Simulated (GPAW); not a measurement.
The system is SnO2.

```xyz
3
Lattice="0.0000 2.5741 2.5741 2.5741 0.0000 2.5741 2.5741 2.5741 0.0000" Properties=species:S:1:pos:R:3 pbc="T T T"
Sn    0.0000    0.0000    0.0000
O     3.8612    3.8612    3.8612
O     1.2871    1.2871    1.2871
```

Measurements of this composition are mostly on another form, of space group No. 136.

| Quantity | Value |
| --- | --- |
| Program | GPAW 26.7.0 |
| Task | single point |
| Functional | PBE |
| Potentials or basis | GPAW PAW data sets (gpaw-data 1.2.1) |
| Cutoff | 800 eV |
| Basis | pw |
| k mesh | 9 × 9 × 9 |
| Occupations | fermi-dirac, width 0.05 eV |
| Spin | no spin polarisation |

On this cell: pressure -2.1 GPa; largest force zero by symmetry; band gap on the k mesh none (metal or under the smearing width).

The same run follows on a disturbed copy (atoms moved at random, drawn with an rms of 0.05 Å):

```
CELL_PARAMETERS angstrom
0.00000 2.57415 2.57415
2.57415 0.00000 2.57415
2.57415 2.57415 0.00000
ATOMIC_POSITIONS crystal
Sn 0.99723 0.98179 0.02190
O 0.74698 0.75217 0.75956
O 0.23428 0.27534 0.24113
```

Question: What changes?

Answer: The energy (extrapolated to zero smearing) moves by +24.1 meV/atom; pressure -0.8 GPa; largest force 1.170 eV/Å; band gap on the k mesh none (metal or under the smearing width).

Forces in eV/Å, atoms in the order of the input:
```
Sn   0.380 -0.602  0.589
O    0.027 -0.343 -0.033
O   -0.407  0.945 -0.556
```

Stress tensor (GPa, compression positive):
```
-1.00 -0.72  1.13
-0.72 -0.27 -1.03
 1.13 -1.03 -1.00
```
